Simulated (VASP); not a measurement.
# Mo (Im-3m) in VASP: a series of runs

One crystal, Mo, is run at these levels: PBE, r2SCAN; tasks: relaxation of cell and atoms.

Everything below comes from runs of VASP 6.6.1. Logs are shortened: lines on timing, memory, paths and dates and some standing lists are left out, and cuts for length are marked.

### Step 1. The structure

Symmetry: Im-3m, No. 229, cubic system. Conventional cell: a = 3.147 Å, b = 3.147 Å, c = 3.147 Å, α = 90.00°, β = 90.00°, γ = 90.00°. Around Mo (site symmetry m-3m) lie 8 Mo at 2.73 Å.

### Step 2. Relaxation of cell and atoms, PBE

The input, INCAR:

```
SYSTEM = Mo
PREC = Accurate
ENCUT = 600
EDIFF = 1E-6
ISMEAR = 1
SIGMA = 0.1
LREAL = .False.
LASPH = .True.
NELM = 80
ALGO = Normal
ISIF = 3
LWAVE = .False.
LCHARG = .False.
GGA = PE
IBRION = 2
NSW = 90
EDIFFG = -0.01
```

The input, KPOINTS:

```
Automatic mesh
0
Gamma
  20 20 20
  0 0 0
```

The input, POSCAR:

```
Mo
1.0
   -1.5734150000      1.5734150000      1.5734150000
    1.5734150000     -1.5734150000      1.5734150000
    1.5734150000      1.5734150000     -1.5734150000
Mo
1
Direct
    0.0000000000      0.0000000000      0.0000000000
```

Potentials or basis: VASP PAW PBE potentials, release 64 (Mo_sv).

The run is started by

```
$ cat potpaw_PBE.64/Mo_sv/POTCAR > POTCAR
$ mpirun -np 1 vasp_std > vasp.out
```

OUTCAR:

```text
SYSTEM = Mo
   PREC = Accurate
   ENCUT = 600
   EDIFF = 1E-6
   ISMEAR = 1
   LREAL = .False.
   LASPH = .True.
   NELM = 80
   ISIF = 3
   GGA = PE
   IBRION = 2
   NSW = 90
   EDIFFG = -0.01

 ion  position               nearest neighbor table
   1  0.000  0.000  0.000-

  LATTYP: Found a body centered cubic cell.
 ALAT       =     3.1468300000

  Lattice vectors:

 A1 = (  -1.5734150000,   1.5734150000,   1.5734150000)
 A2 = (   1.5734150000,  -1.5734150000,   1.5734150000)
 A3 = (   1.5734150000,   1.5734150000,  -1.5734150000)

Analysis of symmetry for initial positions (statically):
=====================================================================
 Subroutine PRICEL returns:
 Original cell was already a primitive cell.

 Routine SETGRP: Setting up the symmetry group for a
 body centered cubic supercell.

 Subroutine GETGRP returns: Found 48 space group operations
 (whereof 48 operations were pure point group operations)
 out of a pool of 48 trial point group operations.

The static configuration has the point symmetry O_h .

Analysis of symmetry for dynamics (positions and initial velocities):
=====================================================================
 Subroutine PRICEL returns:
 Original cell was already a primitive cell.

 Routine SETGRP: Setting up the symmetry group for a
 body centered cubic supercell.

 Subroutine GETGRP returns: Found 48 space group operations
 (whereof 48 operations were pure point group operations)
 out of a pool of 48 trial point group operations.

The dynamic configuration has the point symmetry O_h .

 Subroutine INISYM returns: Found 48 space group operations
 (whereof 48 operations are pure point group operations),
 and found     1 'primitive' translations

----------------------------------------------------------------------------------------

                                     Primitive cell

  volume of cell :      15.5808

  direct lattice vectors                    reciprocal lattice vectors
    -1.573415000  1.573415000  1.573415000     0.000000000  0.317780115  0.317780115
     1.573415000 -1.573415000  1.573415000     0.317780115  0.000000000  0.317780115
     1.573415000  1.573415000 -1.573415000     0.317780115  0.317780115  0.000000000

  length of vectors
     2.725234721  2.725234721  2.725234721     0.449408949  0.449408949  0.449408949

  position of ions in fractional coordinates (direct lattice)
     0.000000000  0.000000000  0.000000000

  ion indices of the primitive-cell ions
   primitive index   ion index
                 1           1

----------------------------------------------------------------------------------------

 KPOINTS: Automatic mesh

Automatic generation of k-mesh.
 Grid dimensions read from file:
 generate k-points for:   20   20   20

 Generating k-lattice:

  Cartesian coordinates                     Fractional coordinates (reciprocal lattice)
     0.000000000  0.015889006  0.015889006     0.050000000  0.000000000  0.000000000
     0.015889006  0.000000000  0.015889006     0.000000000  0.050000000  0.000000000
     0.015889006  0.015889006  0.000000000     0.000000000  0.000000000  0.050000000

  Length of vectors
     0.022470447  0.022470447  0.022470447

  Shift w.r.t. Gamma in fractional coordinates (k-lattice)
     0.000000000  0.000000000  0.000000000

 Subroutine IBZKPT returns following result:
 ===========================================

 Found    256 irreducible k-points:

 Following reciprocal coordinates:
            Coordinates               Weight
  0.000000  0.000000  0.000000      1.000000
  0.050000  0.000000  0.000000     12.000000
  0.100000  0.000000  0.000000     12.000000
  0.150000  0.000000  0.000000     12.000000
  0.200000  0.000000  0.000000     12.000000
  0.250000  0.000000  0.000000     12.000000
[... 16 lines left out ...]
  0.200000  0.100000  0.000000     48.000000
  0.250000  0.100000  0.000000     48.000000
 [... further k-points ...]
   k-points           NKPTS =    256   k-points in BZ     NKDIM =    256   number of bands    NBANDS=     11
   number of dos      NEDOS =    301   number of ions     NIONS =      1
   total plane-waves  NPLWV =  13824
   dimension x,y,z NGX =    24 NGY =   24 NGZ =   24
   dimension x,y,z NGXF=    48 NGYF=   48 NGZF=   48
   ions per type =               1
   NGX,Y,Z   is equivalent  to a cutoff of  14.64, 14.64, 14.64 a.u.
   NGXF,Y,Z  is equivalent  to a cutoff of  29.28, 29.28, 29.28 a.u.
 SYSTEM =  Mo
   PREC   = accura    normal or accurate (medium, high low for compatibility)
   ISTART =      0    job   : 0-new  1-cont  2-samecut
   ICHARG =      2    charge: 1-file 2-atom 10-const
   ISPIN  =      1    spin polarized calculation?
   LNONCOLLINEAR =      F non collinear calculations
   LSORBIT =      F    spin-orbit coupling
   LASPH  =      T    aspherical Exc in radial PAW
   ENCUT  =  600.0 eV  44.10 Ry    6.64 a.u.   5.44  5.44  5.44*2*pi/ulx,y,z
   NELM   =     80;   NELMIN=  2; NELMDL= -5     # of ELM steps
   EDIFF  = 0.1E-05   stopping-criterion for ELM
   LREAL  =      F    real-space projection
   EDIFFG = -.1E-01   stopping-criterion for IOM
   NSW    =     90    number of steps for IOM
   IBRION =      2    ionic relax: 0-MD 1-quasi-New 2-CG
   NFREE  =      1    steps in history (QN), initial steepest desc. (CG)
   ISIF   =      3    stress and relaxation
   ISYM   =      2    0-nonsym 1-usesym 2-fastsym
   POTIM  = 0.5000    time-step for ionic-motion
   TEBEG  =    0.0;   TEEND  =   0.0 temperature during run
   PSTRESS=    0.0 pullay stress
   NELECT =      14.0000    total number of electrons
   NUPDOWN=      -1.0000    fix difference up-down
   EMIN   =  10.00;   EMAX   =-10.00  energy-range for DOS
   EFERMI =   0.00;   METHOD = LEGACY
   ISMEAR =     1;   SIGMA  =   0.10  broadening in eV -4-tet -1-fermi 0-gaus
   EFERMI_NEDOS =   21; number of points for ismear=-14 and -15
   IALGO  =     38    algorithm
   IMIX   =      4    mixing-type and parameters
     AMIX     =   0.40;   BMIX     =  1.00
     AMIX_MAG =   1.60;   BMIX_MAG =  1.00
  volume/ion in A,a.u.               =      15.58       105.14
  Fermi-wavevector in a.u.,A,eV,Ry     =   1.579747  2.985289 33.954710  2.495601
  Thomas-Fermi vector in A             =   2.680079
   LORBIT       =      0    0 simple, 1 ext, 2 COOP (PROOUT), +10 PAW based schemes
   GGA     = PE    functional components
   LHFCALC =     F    Hartree Fock is set to
   AEXX    =    0.0000 exact exchange contribution
   IVDW    =     0    specifies the selected vdW correction
   LEPSILON=     F    determine dielectric tensor
   LRPA    =     F    only Hartree local field effects (RPA)
 conjugate gradient relaxation of ions
 non-spin polarized calculation
 Methfessel and Paxton  Order N= 1 SIGMA  =   0.10
  energy-cutoff  :      600.00
  volume of cell :       15.58
 maximum number of plane-waves:       537
 NGX is ok and might be reduce to    24
   NGX = 11   NGY = 11   NGZ = 11

--------------------------------------- Ionic step        1  -------------------------------------------

 number of electron      14.0000002 magnetization

 Free energy of the ion-electron system (eV)
  ---------------------------------------------------
  ext. energy  EPLUGINS =         0.00000000
  ---------------------------------------------------
  free energy    TOTEN  =       -10.93401026 eV

  energy without entropy =      -10.93373869  energy(sigma->0) =      -10.93391974

------------------------ aborting loop because EDIFF is reached ----------------------------------------

  FORCE on cell =-STRESS in cart. coord.  units (eV):
  Direction    XX          YY          ZZ          XY          YZ          ZX
  --------------------------------------------------------------------------------------
  -------------------------------------------------------------------------------------
  Total        0.3985028      0.3985028      0.3985028      0.0000000      0.0000000      0.0000000
  in kB       40.9781225     40.9781225     40.9781225      0.0000000      0.0000000      0.0000000
  external PRESSURE =      40.9781225 kB  Pullay stress =       0.0000000 kB
[... 55 lines left out ...]
  energy  without entropy=      -10.9150351608  energy(sigma->0) =      -10.91499670

--------------------------------------- Ionic step        3  -------------------------------------------

 number of electron      14.0000002 magnetization

 Free energy of the ion-electron system (eV)
  ---------------------------------------------------
  ext. energy  EPLUGINS =         0.00000000
  ---------------------------------------------------
  free energy    TOTEN  =       -10.93700638 eV

  energy without entropy =      -10.93682079  energy(sigma->0) =      -10.93694452

 E-fermi :  12.4189     XC(G=0): -13.3225

 val. band max:       12.3920498560   @ k =  -0.2000   0.2000   0.1500
 cond. band min:      12.4202710760   @ k =  -0.2000   0.2000   0.1000
 fundamental gap:      0.0282212200
 Fermi energy:        12.4189108665

 k-point     1 :       0.0000    0.0000    0.0000
  band No.  band energies     occupation
      1     -48.8852      2.00000
      2     -22.1793      2.00000
      3     -22.1793      2.00000
      4     -22.1793      2.00000
      5       5.2035      2.00000
      6      11.0554      2.00000
      7      11.0554      2.00000
      8      11.0554      2.00000
      9      14.0361     -0.00000
     10      14.0361     -0.00000
     11      27.2125      0.00000
[... 309 lines left out ...]
 k-point    24 :       0.2500    0.1000    0.0000
  band No.  band energies     occupation
      1     -48.7113      2.00000
      2     -23.0939      2.00000
      3     -22.4795      2.00000
      4     -22.2327      2.00000
      5       7.7135      2.00000
      6       9.6880      2.00000
      7      10.7497      2.00000
      8      13.4286     -0.00000
      9      14.5226      0.00000
     10      14.9433      0.00000
     11      26.5994      0.00000

 [... further k-points ...]

------------------------ aborting loop because EDIFF is reached ----------------------------------------

  FORCE on cell =-STRESS in cart. coord.  units (eV):
  Direction    XX          YY          ZZ          XY          YZ          ZX
  --------------------------------------------------------------------------------------
  -------------------------------------------------------------------------------------
  Total       -0.0054687     -0.0054687     -0.0054687      0.0000000     -0.0000000      0.0000000
  in kB       -0.5537402     -0.5537402     -0.5537402      0.0000000     -0.0000000      0.0000000
  external PRESSURE =      -0.5537402 kB  Pullay stress =       0.0000000 kB
[... 16 lines left out ...]
  FREE ENERGIE OF THE ION-ELECTRON SYSTEM (eV)
  ---------------------------------------------------
  free  energy   TOTEN  =       -10.9370063836 eV

  energy  without entropy=      -10.9368207858  energy(sigma->0) =      -10.93694452

 reached required accuracy - stopping structural energy minimisation
```

It took 28 s on 1 thread of Intel Xeon 6975P-C (Granite Rapids), shared host; peak memory 0.18 GiB.

Results:

| Property | Result |
| --- | --- |
| Free energy | -10.9370 eV |
| Relaxed volume | 15.82 Å³/atom |
| Relaxed cell | a = 2.739 Å, b = 2.739 Å, c = 2.739 Å, α = 109.47°, β = 109.47°, γ = 109.47° |
| Space group after relaxing (to 0.05 Å) | Im-3m (No. 229) |
| Energy gained by relaxing | 3.0 meV/atom |
| Ionic steps | 3 |
| Pressure after relaxing | -0.1 GPa |
| Band gap on the k mesh | none (metal or under the smearing width) |

The path:
| step | energy change (eV) | largest force (eV/Å) | pressure (GPa) | volume (Å³) |
| --- | --- | --- | --- | --- |
| 1 | 0.0000 | 0.0000 | 4.10 | 15.58 |
| 2 | 0.0190 | 0.0000 | -10.04 | 16.50 |
| 3 | -0.0030 | 0.0000 | -0.06 | 15.82 |

Final structure:
```xyz
1
Lattice="-1.5815 1.5815 1.5815 1.5815 -1.5815 1.5815 1.5815 1.5815 -1.5815" Properties=species:S:1:pos:R:3 pbc="T T T"
Mo    0.0000    0.0000    0.0000
```

PBE usually gives volumes a little too large and moduli too small. Zero-point motion and thermal expansion aren't in these numbers.

### Step 3. Relaxation of cell and atoms, PBE

This run uses another cell than the first one, of 15.82 Å³/atom, 1.016 times its volume.

Changes to INCAR since step 2:

```diff
@@ -3,3 +3,3 @@
 ENCUT = 600
-EDIFF = 1E-6
+EDIFF = 1E-7
 ISMEAR = 1
@@ -16,2 +16,2 @@
 NSW = 90
-EDIFFG = -0.01
+EDIFFG = -0.005
```

KPOINTS is that of step 2.

The input, POSCAR:

```
Mo                                      
1.0
   -1.5815228754      1.5815228754      1.5815228754
    1.5815228754     -1.5815228754      1.5815228754
    1.5815228754      1.5815228754     -1.5815228754
  Mo            
     1
Direct
     0.0000000000000000    0.0000000000000000    0.0000000000000000
```

Potentials or basis: VASP PAW PBE potentials, release 64 (Mo_sv).

The run is started by

```
$ cat potpaw_PBE.64/Mo_sv/POTCAR > POTCAR
$ mpirun -np 1 vasp_std > vasp.out
```

Wall time 24 s (1 thread of Intel Xeon 6975P-C (Granite Rapids), shared host); peak memory 0.19 GiB.

It converged, with:

```
Free energy                            : -10.9373 eV
Relaxed volume                         : 15.82 Å³/atom
Relaxed cell                           : a = 2.739 Å, b = 2.739 Å, c = 2.739 Å, α = 109.47°, β = 109.47°, γ = 109.47°
Space group after relaxing (to 0.05 Å) : Im-3m (No. 229)
Energy gained by relaxing              : 0.0 meV/atom
Ionic steps                            : 3
Pressure after relaxing                : 0.0 GPa
Band gap on the k mesh                 : none (metal or under the smearing width)
```

Final structure:
```
CELL_PARAMETERS angstrom
-1.58139 1.58139 1.58139
1.58139 -1.58139 1.58139
1.58139 1.58139 -1.58139
ATOMIC_POSITIONS crystal
Mo 0.00000 0.00000 0.00000
```

Levels at points of the mesh, in eV from the Fermi level:
```tsv
k point	band 3	band 4	band 5	band 6	band 7	band 8	band 9	band 10	band 11
(0.00, 0.00, 0.00)	-34.60	-34.60	-7.22	-1.36	-1.36	-1.36	1.62	1.62	14.79
(0.50, 0.00, 0.00)	-35.03	-34.61	-5.27	-3.37	1.56	1.64	2.26	4.64	11.44
(0.50, 0.50, 0.50)	-35.53	-35.53	-5.37	-5.37	3.89	3.89	3.89	8.95	8.95
```

(Continued in part 2 of 2.)
